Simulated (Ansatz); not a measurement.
**TiO2: ¹⁷O NMR of the central transition**

Cell: a COD entry, its atoms then relaxed with PBE in this cell.

```cif
data_TiO2
_symmetry_space_group_name_H-M 'P4_2/mnm'
_symmetry_Int_Tables_number 136
_cell_length_a 4.5922
_cell_length_b 4.5922
_cell_length_c 2.9574
_cell_angle_alpha 90.000
_cell_angle_beta 90.000
_cell_angle_gamma 90.000
loop_
_atom_site_label
_atom_site_type_symbol
_atom_site_symmetry_multiplicity
_atom_site_Wyckoff_symbol
_atom_site_fract_x
_atom_site_fract_y
_atom_site_fract_z
Ti Ti 2 a 0.0000 0.0000 0.0000
O O 4 f 0.3042 0.3042 0.0000
```

One atom of each set is listed.

Level of theory: DFT, r2SCAN, plane waves and PAW, scalar-relativistic, 500 eV cutoff, Γ-centred 7×7×10 k-points, Fermi–Dirac smearing 0.02 eV (Ansatz 0.2.0).

¹⁷O has I = 5/2 and Q = -25.58 mb (Pyykkö 2018); at 14.1 T its Larmor frequency is ν₀ = 81.4 MHz. Only the quadrupole interaction is simulated: positions count from each site's isotropic chemical shift, and J coupling is left out, as are shift anisotropy and dipolar coupling, which fast spinning averages.

Simulated pattern of one O site (fast magic-angle spinning, Gaussian broadening 0.03 kHz):

offset (kHz), height and a bar:
```
  -0.5903          0 
  -0.5633          4 #
  -0.5363         12 ####
  -0.5094         18 #####
  -0.4824         20 ######
  -0.4554         21 ######
  -0.4284         23 #######
  -0.4015         25 #######
  -0.3745         27 ########
  -0.3475         31 #########
  -0.3205         51 ###############
  -0.2936         92 ############################
  -0.2666        100 ##############################
  -0.2396         84 #########################
  -0.2127         62 ###################
  -0.1857         51 ###############
  -0.1587         44 #############
  -0.1317         40 ############
  -0.1048         36 ###########
  -0.0778         33 ##########
  -0.0508         31 #########
  -0.0238         27 ########
   0.0031         11 ###
   0.0301          0
```

(1) Which |C_Q| and η does the pattern imply?

Results:

(1) The pattern spans 0.562 kHz before broadening and its centre of gravity is at -0.251 kHz, which fixes P_Q; the places of the horns and steps fix η. That gives P_Q = 1.84 MHz, |C_Q| = 1.65 MHz and η = 0.88. The sign of C_Q can't be read from the pattern.

The run took 3.9 s of wall time (13 s of CPU time) and 0.61 GiB at its peak, on 4 threads of Intel Xeon Platinum 8488C (Sapphire Rapids) (x86_64; 16 cores open to the job, memory cap 8.0 GiB, no GPU), a shared host with a load of 0.5 a core.
